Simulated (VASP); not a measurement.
Zr3B2, 5 atoms in the cell. Symmetry: Pm-3m, No. 221, cubic system. The conventional cell has a = 3.611 Å, b = 3.611 Å, c = 3.611 Å, α = 90.00°, β = 90.00°, γ = 90.00°. Around Zr (site symmetry 4/mmm) lie 2 B at 1.81 Å. B (site symmetry m-3m) is surrounded by 12 Zr at 2.55 Å. Around B (site symmetry m-3m) lie 6 Zr at 1.81 Å. The cell was built by a generator and needn't be a form met in nature.

```yaml
Program: VASP 6.6.1
Task: single point
Functional: PBE
Potentials_or_basis: VASP PAW PBE potentials, release 64 (Zr_sv, B)
Cutoff: 520 eV
k_mesh: 7 × 7 × 7
Occupations: fermi-dirac, width 0.05 eV
Spin: no spin polarisation
Further_INCAR_settings: ALGO = Normal; EDIFF = 1e-07; NBANDS = 29
```

Potentials or basis: VASP PAW PBE potentials, release 64 (Zr_sv, B).

Launch:

```bash
$ cat potpaw_PBE.64/Zr_sv/POTCAR potpaw_PBE.64/B/POTCAR > POTCAR
$ mpirun -np 1 vasp_std > vasp.out
```

Hardware: 1 thread of Intel(R) Xeon(R) Platinum 8488C (Sapphire Rapids) (shared host).

Task: How long does it take, and how much memory?

Result: Wall time 30 s on 1 thread of Intel(R) Xeon(R) Platinum 8488C (Sapphire Rapids) (shared host), peak memory 0.16 GiB. Counts: scf iterations 15, k points 20.
